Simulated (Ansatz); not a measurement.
Input of an Ansatz 0.2.0 run:

The input input.yaml:

```yaml
crystal:
  lattice:
    - [2.5221, 0.0, 0.0]
    - [-1.26105, 2.1842026709, 0.0]
    - [0.0, 0.0, 8.2371]
  atoms:
    - { symbol: C, position: [0.6666666667, 0.3333333333, 0.84375] }
    - { symbol: C, position: [0.3333333333, 0.6666666667, 0.34375] }
    - { symbol: C, position: [0.6666666667, 0.3333333333, 0.65625] }
    - { symbol: C, position: [0.3333333333, 0.6666666667, 0.15625] }
    - { symbol: C, position: [0.0, 0.0, 0.90625] }
    - { symbol: C, position: [0.0, 0.0, 0.40625] }
    - { symbol: C, position: [0.0, 0.0, 0.59375] }
    - { symbol: C, position: [0.0, 0.0, 0.09375] }
hamiltonian:
  xc: pbe
  pseudopotentials: { kind: paw }
kpoints:
  mp_grid: { grid: [10, 10, 4] }
scf:
  occupations: { method: fixed }
output:
  eigenvalues: true
dielectric:
  method: response
```

Potentials or basis: Ansatz PAW.

The run is started by

```sh
$ ansatz run input.yaml --threads 4 --pin off --max-ram 11264MiB --backend cpu --events-out ev --progress --plain --runs-dir out
```

Predict the electronic dielectric tensor (diagonal).

5.77, 5.77, 5.89.

Predict the Born charges (mean of the diagonal).

C -0.02, +0.02 e.

Predict the band gap on the k mesh.

4.42 eV, indirect (least direct gap 5.19 eV).

Born effective charge tensors (e):
atom 1, C
```
-0.02  0.00  0.00
 0.00 -0.02  0.00
 0.00  0.00 -0.02
```
atom 2, C
```
-0.02  0.00  0.00
 0.00 -0.02  0.00
 0.00  0.00 -0.02
```
atom 3, C
```
-0.02  0.00  0.00
 0.00 -0.02  0.00
 0.00  0.00 -0.02
```
atom 4, C
```
-0.02  0.00  0.00
 0.00 -0.02  0.00
 0.00  0.00 -0.02
```
atom 5, C
```
0.02 0.00 0.00
0.00 0.02 0.00
0.00 0.00 0.02
```
atom 6, C
```
0.02 0.00 0.00
0.00 0.02 0.00
0.00 0.00 0.02
```
atom 7, C
```
0.02 0.00 0.00
0.00 0.02 0.00
0.00 0.00 0.02
```
atom 8, C
```
0.02 0.00 0.00
0.00 0.02 0.00
0.00 0.00 0.02
```

A k mesh can miss the band edges. Expect the measured gap to be larger: semilocal functionals such as PBE lack the derivative discontinuity.
